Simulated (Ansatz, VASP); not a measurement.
# In: VASP beside Ansatz

```
CELL_PARAMETERS angstrom
3.21239 0.00000 0.00000
-1.60619 2.78201 0.00000
0.00000 0.00000 3.00158
ATOMIC_POSITIONS crystal
In 0.00000 0.00000 0.00000
```

Alike in both runs: task single point; functional PBEsol; k mesh 6 × 6 × 6; occupations gaussian, width 0.1 eV; no spin polarisation.

|  | VASP | Ansatz |
| --- | --- | --- |
| version | VASP 6.6.1 | Ansatz 0.2.0 |
| potentials or method | VASP PAW PBE potentials, release 64 (In_d) | scalar-relativistic, plane waves, PAW |
| plane-wave cutoff (eV) | 520 | 420 |
| valence electrons in the cell | 13 | 13 |

|  | VASP | Ansatz | Ansatz less VASP |
| --- | --- | --- | --- |
| gap on the k mesh at the Fermi level (eV) | none | none | - |
| pressure (GPa) | -0.8 | -0.8 | +0.04 |
| largest component of the traceless stress (GPa) | 2.65 | 2.65 | -0.002 |

A gap of «none» marks a metal or a gap that the smearing closes. The functional is the same, so the differences come from potentials, cutoffs and numerics.

Caveats: the k mesh is coarse (spacing up to 0.38 Å⁻¹), so the values aren't converged; the PAW data sets were made with another functional, which shifts forces and pressure a little (VASP).
